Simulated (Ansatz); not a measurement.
# MoS (I4/mmm, relaxed from a rocksalt start): response to moved atoms and strain, part 1 of 2

Aim: move atoms of MoS (I4/mmm, relaxed from a rocksalt start) or strain its cell, and read the forces, the stress and the rise in energy. The start comes from a prototype table, not from a measured structure.

Program: Ansatz 0.2.0. Level of theory: DFT r²SCAN, scalar-relativistic, plane waves, PAW. These are calculated values, not measurements.

3 further runs of the same task are left out: 1 that didn't finish, 2 set aside as unsound or not needed. Runs told in other sessions of the task aren't counted.

## (1) The starting structure

The structure is tetragonal, space group I4/mmm (No. 139). The conventional cell has a = 3.610 Å, b = 3.610 Å, c = 5.090 Å, α = 90.00°, β = 90.00°, γ = 90.00°. Mo (site symmetry 4/mmm) has 6 S at 2.54 to 2.55 Å in its first shell of neighbours. Around S (site symmetry 4/mmm) lie 6 Mo at 2.54 to 2.55 Å.

As a file:

```
Mo S
1.0
     0.00000    2.55282    2.55282
     5.08990    2.55282    2.55282
     5.08990    5.10563    0.00000
Mo S
2 2
Direct
  0.50000 0.50000 0.00000
  0.50000 0.50000 0.50000
  0.00000 0.00000 0.00000
  0.00000 0.00000 0.50000
```

This cell comes from an earlier session at r²SCAN: 16.585 Å³/atom at 0.00 GPa, on a 12×12×6 mesh. The large moments point both ways and cancel.

The changes: atom 4 (S) moved 0.12 Å along z; strain e1 = -0.01, atoms carried along.

## (2) Atom 4 (S) moved 0.12 Å along z

File input.yaml:

```yaml
crystal:
  lattice:
    - [0.0, 2.5528151811, 2.552815181]
    - [5.0899026949, 2.5528151811, 2.552815181]
    - [5.0899026949, 5.1056303621, -1.0e-10]
  atoms:
    - { symbol: Mo, position: [0.5, 0.5, 0.0], spin: 2.2 }
    - { symbol: S, position: [0.0, 0.0, 0.0] }
    - { symbol: Mo, position: [0.5, 0.5, 0.5], spin: -2.2 }
    - { symbol: S, position: [0.0235034641, 0.0235034641, 0.4764965359] }
basis:
  ecutwfc: 500
  ecutrho_ratio: 4
kpoints:
  mp_grid: { grid: [12, 12, 6] }
hamiltonian:
  xc: r2scan
scf:
  occupations: { method: gaussian, width: 0.05 }
output:
  forces: true
  stress: true
  eigenvalues: true
  populations: true
  write_density: true
  write_potential: true
  elf: true
  volumetric_format: npy
magnetization:
  spin_polarized: true
checkpoint:
  read: start.run
  write: ck
  compress: false
  write_wavefunctions: false
  write_every: 100000
```

start.run holds the converged state of the cell before the atoms were moved.

Command:

```
$ ansatz run input.yaml --threads 2 --pin off --max-ram 2662MiB --backend cpu --events-out ev --progress --plain --runs-dir out
```

Output:

```text
Warning: checkpoint.read: the run can stay near the saved state's solution: 1 site(s) moved relative to the saved geometry (max |Δs| = 2.350e-2 fractional); the SCF starts from the saved state under `checkpoint.density_extrapolation: transplant`, in force with no word given. A run without `checkpoint.read` takes nothing of the state. A lower free energy from it at the same positions (and U, V and field ramp, if any), with starting moments typed, shows a solution that this start missed, and an equal or higher one rules none out (checkpoint.read, Limitations, in the input reference)
Warning: checkpoint.read: basis.fft_grid_basis: the saved state records [[1, 0, 0], [0, 1, 0], [0, 0, 1]]; without it this run's FFT boxes would lie on [[1, 0, 0], [-1, 1, 0], [0, -1, 1]]; this run lays them on the saved basis, on which the saved density and orbitals are stored
Warning: RAYON_NUM_THREADS=2 ignored (pool sized by the plan → 2); use --threads N
Engine: ansatz 0.2.0, aarch64-unknown-linux-gnu
Pseudopotentials: kind: paw
Pseudopotential: Mo, paw, valence charge 14, recommended cutoff 500 eV (meta_gga), Mo.paw.azcp
Pseudopotential: S, paw, valence charge 6, recommended cutoff 500 eV (meta_gga), S.paw.azcp
Functional definition: r2SCAN
  parameter k0 = 0.174
  parameter k1 = 0.065
  parameter a1 = 4.9479
  exchange = r2scan_x(k0 = k0, k1 = k1, a1 = a1)
  correlation = r2scan_c
Crystal: 4 atoms, lattice volume = 66.340 Å³
Basis set: ecut = 500 eV, 1715 PW (Γ), exchange–correlation on 108×192×216 points (64 copies of the dense FFT grid, shifted against one another)
Bands: 27, of which v1, the nominal top of the filled ones, is band 20 counted from 1 (19 counted from 0)
Symmetry: 4 space group operations
Space group: Amm2 (ITA 38), of the structure as read, at distance tolerance 4.0e-5 Å
Magnetic group: BNS 38.187 (UNI 285), of the structure as read, at distance tolerance 4.0e-5 Å
k-points: 154 of 864 (time reversal used)
Non-local potential: Mo, projectors of the file, l = 0: 3, l = 1: 2, l = 2: 2, l = 3: 1
Non-local potential: S, projectors of the file, l = 0: 2, l = 1: 2, l = 2: 2
PAW form: soft (Blöchl's): semilocal exchange-correlation on the pseudo side does not see the compensation charge
PAW frozen core: Mo, regenerated for the run's functional (the file was generated under x = pbe(κ = 0.804, μ = 0.2195149727645171), c = pbe(β = 0.06672455060314922))
PAW frozen core: S, regenerated for the run's functional (the file was generated under x = pbe(κ = 0.804, μ = 0.2195149727645171), c = pbe(β = 0.06672455060314922))
PAW one-centre angular grid: Mo, 590 points (default); XC on 160 Gauss nodes
PAW one-centre angular grid: S, 302 points (default); XC on 160 Gauss nodes
Initial density: read from a saved state, or passed on in memory by an earlier SCF of this step, an earlier step, the calling program or the single point that the run made first, carried with its atoms to this geometry
Starting moments: Σ|m| = 4.4 μB on 2 of 4 sites; this step starts from the density that it was given
Initial wavefunctions: pseudopotential atomic-orbital guess
Functional: x = r2scan, c = r2scan; τ floored in thin density (d = 2e-4 eV/Å³)
iter 1 solved again at ethr=9.26e-5 eV; its pass at ethr=3.10e-3 eV (dr2=3.70e-2 eV) is discarded
SCF iter   1: F=—  HF=-11746.887565 eV  |F-HF|=—  |Δ(HF+E_count)|=         —  Δρ=3.64e-3 (↑3.17e-3 ↓3.64e-3)  dr2=3.78e-2  dr2_τ=1.43e-2  dr2_m=4.49e-4  M=0.029 μB ∫|m|=5.363 μB  β_m=0.30  ethr=9.26e-5  ⟨swp⟩=1.5  Hψ=47546  notcnv=0
preconditioner: auto → Kerker (q_TF=auto, 2.508 Å⁻¹)  [metal: Δε(μ)=0.023 eV  Ē_g=8.397 eV  σ=0.050 eV  W_gap=0.25  n_scr=20 (ndim 8)  ℏωp=22.3 eV  f_vac=0.000  D(μ)=1.26/eV (n_scr^D=6)]
spin=Collinear: Kerker preconditioning applied to the charge; magnetization (m = ρ↑ − ρ↓) channel mixes plain (no charge-response kernel on spin).
SCF iter   2: F=—  HF=-11746.893219 eV  |F-HF|=—  |Δ(HF+E_count)|=   5.65e-3  Δρ=2.87e-3 (↑2.35e-3 ↓2.87e-3)  dr2=2.17e-2  dr2_τ=1.18e-4  dr2_m=3.53e-4  M=0.033 μB ∫|m|=5.363 μB  β_m=0.38  ethr=9.26e-5  ⟨swp⟩=2.0  Hψ=13827  notcnv=0  κ⁻¹=1.0e0(r=1)
SCF iter   3: F=—  HF=-11746.891877 eV  |F-HF|=—  |Δ(HF+E_count)|=   1.34e-3  Δρ=1.41e-3 (↑1.17e-3 ↓1.41e-3)  dr2=5.37e-3  dr2_τ=1.95e-5  dr2_m=6.84e-5  M=0.038 μB ∫|m|=5.363 μB  β_m=1.20  ethr=5.43e-5  ⟨swp⟩=2.1  Hψ=10413  notcnv=0  κ⁻¹=2.8e-1(r=2)
SCF iter   4: F=—  HF=-11746.892445 eV  |F-HF|=—  |Δ(HF+E_count)|=   5.69e-4  Δρ=3.78e-4 (↑3.47e-4 ↓3.78e-4)  dr2=2.02e-4  dr2_τ=2.42e-6  dr2_m=2.00e-6  M=0.045 μB ∫|m|=5.365 μB  β_m=1.20  ethr=1.34e-5  ⟨swp⟩=2.0  Hψ=13620  notcnv=0  defer=2  κ⁻¹=1.8e-3(r=3)
SCF iter   5: F=—  HF=-11746.892597 eV  |F-HF|=—  |Δ(HF+E_count)|=   1.51e-4  Δρ=2.50e-4 (↑2.50e-4 ↓2.44e-4)  dr2=9.59e-5  dr2_τ=9.67e-7  dr2_m=1.06e-7  M=0.046 μB ∫|m|=5.366 μB  β_m=1.20  ethr=5.04e-7  ⟨swp⟩=2.2  Hψ=12329  notcnv=0  defer=2  κ⁻¹=8.9e-4(r=4)
SCF iter   6: F=—  HF=-11746.892755 eV  |F-HF|=—  |Δ(HF+E_count)|=   1.58e-4  Δρ=6.32e-5 (↑6.32e-5 ↓5.27e-5)  dr2=4.62e-6  dr2_τ=1.72e-7  dr2_m=6.93e-7  M=0.047 μB ∫|m|=5.367 μB  β_m=1.20  ethr=2.40e-7  ⟨swp⟩=2.0  Hψ=12655  notcnv=0  defer=2  κ⁻¹=8.7e-5(r=5)
SCF iter   7: F=—  HF=-11746.892760 eV  |F-HF|=—  |Δ(HF+E_count)|=   4.86e-6  Δρ=3.61e-5 (↑3.61e-5 ↓3.45e-5)  dr2=2.04e-6  dr2_τ=3.24e-8  dr2_m=3.04e-8  M=0.046 μB ∫|m|=5.367 μB  β_m=1.20  ethr=1.15e-8  ⟨swp⟩=2.0  Hψ=13064  notcnv=0  defer=2  κ⁻¹=3.2e-5(r=6)
SCF iter   8: F=—  HF=-11746.892762 eV  |F-HF|=—  |Δ(HF+E_count)|=   2.29e-6  Δρ=2.20e-5 (↑2.20e-5 ↓2.13e-5)  dr2=7.71e-7  dr2_τ=1.11e-8  dr2_m=5.71e-9  M=0.046 μB ∫|m|=5.367 μB  β_m=1.20  ethr=5.09e-9  ⟨swp⟩=2.3  Hψ=13108  notcnv=0  defer=2  κ⁻¹=9.7e-6(r=7)
SCF iter   9: F=—  HF=-11746.892763 eV  |F-HF|=—  |Δ(HF+E_count)|=   9.76e-7  Δρ=8.63e-6 (↑8.63e-6 ↓8.56e-6)  dr2=1.32e-7  dr2_τ=2.07e-9  dr2_m=4.53e-9  M=0.046 μB ∫|m|=5.366 μB  β_m=1.20  ethr=1.93e-9  ⟨swp⟩=2.1  Hψ=12005  notcnv=0  defer=2  κ⁻¹=2.9e-6(r=8)
SCF iter  10: F=-11746.892763 eV  HF=-11746.892763 eV  |F-HF|=4.50e-8  |Δ(HF+E_count)|=   5.17e-8  Δρ=5.03e-6 (↑4.63e-6 ↓5.03e-6)  dr2=3.26e-8  dr2_τ=4.63e-10  dr2_m=4.08e-10  M=0.046 μB ∫|m|=5.367 μB  ethr=2.50e-10  ⟨swp⟩=7.7  Hψ=44167  notcnv=0
SCF 1 converged in 10 iterations: F = -11746.892763 eV  dr2 = 3.26e-8
this state was not tested for a lower state beside it, because the mixer in use, unlike msr1, does not test its closes by its own steps (another_mixer; see scf.mixing.algorithm and scf.lower_state_search)
SCF converged after 10 iterations
Magnetization: 0.0461 μB (20.0230 up, 19.9770 down)
Absolute magnetization: 5.3649 μB (∫|ρ↑−ρ↓|, with the PAW one-centre terms)
Spin contamination: 2.5010 ħ² per cell (⟨S²⟩ above its minimum at these occupations)
Per-site moments (μB) at R_I (Å): [(1.910568941347021, 1.0035362622146866), (-0.02796573535093481, 1.0497924308231252), (-1.985710415265166, 1.0509587992925324), (0.03154086369717444, 1.0035362622146866)]
Free energy (F): -11746.892763 eV
Harris-Foulkes:  -11746.892763 eV  (|F-HF|=4.50e-8)
Internal energy: -11746.891240 eV  (E = F + TS)
E sigma→0 (E₀):  -11746.892002 eV
Entropy (-TS):   -0.001523 eV (-0.381 meV/atom)
Fermi energy:    15.391802 eV
--- Per-component energies (eV) ---
  E_band       = -229.829385
  E_kinetic    = 1103.391143
  E_local      = -2243.600684  (includes V_loc(G=0)·N_el)
  E_nonlocal   = 348.853353
  E_hartree    = 762.879673
  E_xc         = -541.805097
  E_vxc        = -702.341144  (∫ρ·V_xc dr)
  E_paw        = -7657.247026  (= ΣΔE_a)
  E_vpaw       = -304.276211  (= ΣTr[D̂ρ^β])
  E_aug_tail   = 0.000010  (compensation charges beyond the density's cutoff)
  E_vtau       = 42.385033  (kinetic-family band-sum trace: ∫τ·v_τ [+ j·A + Jᵃ·Aᵃ] dr)
  E_ewald      = -3518.700672
  E_core_change = -0.661941  (= ΣΔE_core)
  E_smearing   = -0.001523  (= −TS)
  E_closure    = 0.000000  (closes the sum)
  Σ components = -11746.892763   (vs F -11746.892763, Δ=0.00e0)
--- Forces (eV/Å), atoms counted from 1 ---
  atom   1  Mo     0.00000000     0.00000000     0.53939356
  atom   2  S      0.00000000     0.00000000     0.10150030
  atom   3  Mo     0.00000000    -0.00000000    -0.10264448
  atom   4  S      0.00000000    -0.00000000    -0.53794306
  max |Σ_I F_I| component: 3.06e-4 eV/Å
--- Stress (GPa, compression-positive) ---
       -0.383640       0.000000       0.000000
        0.000000      -0.301396       0.000000
        0.000000       0.000000       1.657863
  P = ⅓ Tr σ = 0.3243 GPa (3.243 kbar)
--- Band table (eV; the first three rows and the last of 308) ---
  k-point 0 ↑: bands = ["-48.9683", "-47.0333", "-22.6354", "-22.4514", "-22.4406", "-20.3378", "-20.2754", "-20.2666", "-1.3549", "-0.1901", "8.4778", "10.4548", "10.6688", "11.1524", "11.8893", "11.9419", "12.2303", "12.6393", "12.7212", "13.3534", "13.5224", "13.6442", "14.9581", "16.5415", "16.5520", "17.0369", "18.0276"]
  k-point 1 ↑: bands = ["-48.9674", "-47.0324", "-22.6335", "-22.4670", "-22.4423", "-20.3368", "-20.2939", "-20.2676", "-1.1250", "-0.0666", "8.5456", "9.2732", "10.1141", "10.4791", "10.8465", "11.1842", "12.1695", "12.7456", "13.4068", "13.8675", "14.5557", "15.1242", "16.1334", "16.4300", "16.5740", "16.9380", "19.0864"]
  k-point 2 ↑: bands = ["-48.9655", "-47.0304", "-22.6297", "-22.5054", "-22.4384", "-20.3373", "-20.3348", "-20.2627", "-0.5538", "0.1354", "7.9620", "8.7397", "8.7680", "9.3060", "9.7960", "10.2239", "13.0415", "13.3749", "14.1625", "14.5820", "15.8949", "16.1537", "16.6041", "16.6300", "17.5218", "18.5343", "20.5431"]
  k-point 153 ↓: bands = ["-48.9398", "-47.0175", "-22.6065", "-22.4799", "-22.4726", "-20.3402", "-20.3318", "-20.3138", "-0.2160", "-0.1578", "8.5127", "8.5270", "10.5171", "10.6609", "10.7499", "10.7699", "11.1820", "11.4769", "14.0228", "14.5304", "14.7079", "16.2853", "16.2933", "16.9210", "17.1589", "17.4848", "18.2079"]
--- Löwdin populations: 4 sites ---
  site symbol       q [e]    m [muB]
     0     Mo     13.6487     2.6440
     1      S      6.2262    -0.0259
     2     Mo     13.6524    -2.6061
     3      S      6.2181     0.0309
  spilling = 0.006365 (of n_electrons = 40.000000)
```

It took 88 s on 2 threads of Arm Neoverse V2, shared host; peak memory 0.97 GiB.

In short: volume 16.585 Å³/atom, pressure 0.32 GPa, a metal on this mesh, spin moments in the atoms' spheres Mo 1.91, -1.99 μB.

Forces on the atoms, as numbers:

```
atom  x (eV/Å)  y (eV/Å)  z (eV/Å)
 Mo1     0.000     0.000     0.539
  S2     0.000     0.000     0.102
 Mo3     0.000     0.000    -0.103
  S4     0.000     0.000    -0.538
```

The maps below are laid out on this run's own conventional cell (a, b, c = 5.090, 5.106, 5.106 Å).

Density in a lattice plane of the grid's cell (edges 5.09 and 5.11 Å, at 0.000 of the third edge), which holds Mo and S.

Values in e/Å³, 12 rows by 12 columns:
```
 0.94  1.09  0.67  0.35  0.86  3.85  5.61  3.85  0.86  0.35  0.67  1.09
 0.86  0.66  0.34  0.19  0.29  0.82  1.33  0.82  0.29  0.19  0.34  0.66
 0.44  0.34  0.19  0.13  0.16  0.27  0.33  0.27  0.16  0.13  0.19  0.34
 1.34  0.84  0.29  0.18  0.27  0.49  0.63  0.49  0.27  0.18  0.29  0.84
 5.59  3.84  0.85  0.32  0.57  1.03  1.07  1.03  0.57  0.32  0.85  3.84
 6.25  5.61  1.40  0.45  0.86  0.98  0.10  0.98  0.86  0.45  1.40  5.61
 5.60  3.84  0.87  0.37  0.75  1.07  0.64  1.07  0.75  0.37  0.87  3.84
 1.35  0.83  0.30  0.22  0.42  0.85  1.08  0.85  0.42  0.22  0.30  0.83
 0.44  0.34  0.19  0.15  0.23  0.44  0.59  0.44  0.23  0.15  0.19  0.34
 0.86  0.66  0.34  0.20  0.30  0.86  1.38  0.86  0.30  0.20  0.34  0.66
 0.94  1.09  0.67  0.35  0.86  3.83  5.57  3.83  0.86  0.35  0.67  1.09
-0.04  0.94  0.87  0.45  1.40  5.62  6.23  5.62  1.40  0.45  0.87  0.94
```
Columns run along the first of these edges and rows up along the second, over one cell in 12 and 12 even steps from the bottom left corner. Atoms in the plane (fractional): Mo at (0.50, 0.00), S at (0.00, 0.00), Mo at (0.00, 0.50), S at (0.50, 0.48).

ELF in the same plane.

Values, 12 rows by 12 columns:
```
0.43 0.73 0.79 0.33 0.36 0.72 0.67 0.72 0.37 0.33 0.79 0.73
0.83 0.79 0.60 0.24 0.18 0.36 0.41 0.36 0.18 0.24 0.60 0.79
0.35 0.32 0.24 0.16 0.18 0.22 0.23 0.22 0.18 0.16 0.24 0.32
0.39 0.34 0.18 0.20 0.51 0.72 0.77 0.72 0.51 0.20 0.18 0.34
0.66 0.72 0.36 0.30 0.77 0.80 0.66 0.80 0.77 0.30 0.36 0.72
0.24 0.67 0.43 0.37 0.83 0.48 0.00 0.49 0.84 0.37 0.43 0.67
0.66 0.72 0.36 0.36 0.80 0.62 0.19 0.62 0.80 0.36 0.36 0.72
0.39 0.33 0.17 0.26 0.65 0.82 0.84 0.82 0.65 0.26 0.17 0.33
0.35 0.32 0.21 0.15 0.28 0.44 0.49 0.44 0.28 0.15 0.21 0.32
0.83 0.79 0.58 0.22 0.17 0.33 0.38 0.33 0.17 0.22 0.58 0.79
0.44 0.73 0.79 0.33 0.36 0.72 0.66 0.72 0.36 0.33 0.79 0.73
0.02 0.43 0.83 0.37 0.43 0.67 0.24 0.67 0.43 0.37 0.83 0.43
```
Columns run along the first of these edges and rows up along the second, over one cell in 12 and 12 even steps from the bottom left corner. Atoms in the plane (fractional): Mo at (0.50, 0.00), S at (0.00, 0.00), Mo at (0.00, 0.50), S at (0.50, 0.48).

Both are smooth fields of the valence electrons: close to the nuclei they are not physical.

Spin density (up less down) in a lattice plane of the grid's cell (edges 5.09 and 5.11 Å, at 0.000 of the third edge), which holds Mo and S.

Values in e/Å³, 12 rows by 12 columns:
```
 0.02 -0.03 -0.03  0.03  0.22  0.60  0.38  0.60  0.22  0.03 -0.03 -0.03
 0.01 -0.01 -0.01  0.03  0.12  0.21  0.13  0.21  0.12  0.03 -0.01 -0.01
-0.03 -0.04 -0.03  0.00  0.03  0.05  0.04  0.05  0.03  0.00 -0.03 -0.04
-0.11 -0.20 -0.11 -0.03  0.01  0.01  0.00  0.01  0.01 -0.03 -0.11 -0.20
-0.37 -0.58 -0.22 -0.03  0.02  0.02 -0.01  0.02  0.02 -0.03 -0.22 -0.58
-0.62 -0.43 -0.16 -0.02  0.05  0.07  0.00  0.07  0.05 -0.02 -0.16 -0.43
-0.37 -0.59 -0.22 -0.03  0.03  0.04 -0.02  0.04  0.04 -0.03 -0.22 -0.59
-0.12 -0.20 -0.11 -0.02  0.01  0.01 -0.02  0.01  0.01 -0.02 -0.11 -0.20
-0.03 -0.04 -0.03  0.00  0.03  0.04  0.03  0.04  0.03  0.00 -0.03 -0.04
 0.01 -0.01 -0.01  0.03  0.11  0.21  0.13  0.21  0.11  0.03 -0.01 -0.01
 0.02 -0.03 -0.03  0.03  0.23  0.60  0.40  0.60  0.23  0.03 -0.03 -0.03
 0.00 -0.07 -0.05  0.02  0.16  0.43  0.63  0.43  0.16  0.02 -0.05 -0.07
```
Columns run along the first of these edges and rows up along the second, over one cell in 12 and 12 even steps from the bottom left corner. Atoms in the plane (fractional): Mo at (0.50, 0.00), S at (0.00, 0.00), Mo at (0.00, 0.50), S at (0.50, 0.48).

Maxima of ELF outside the ion cores: 0.85 in the shell around S, 0.8 Å from S.

(Continued in part 2 of 2.)
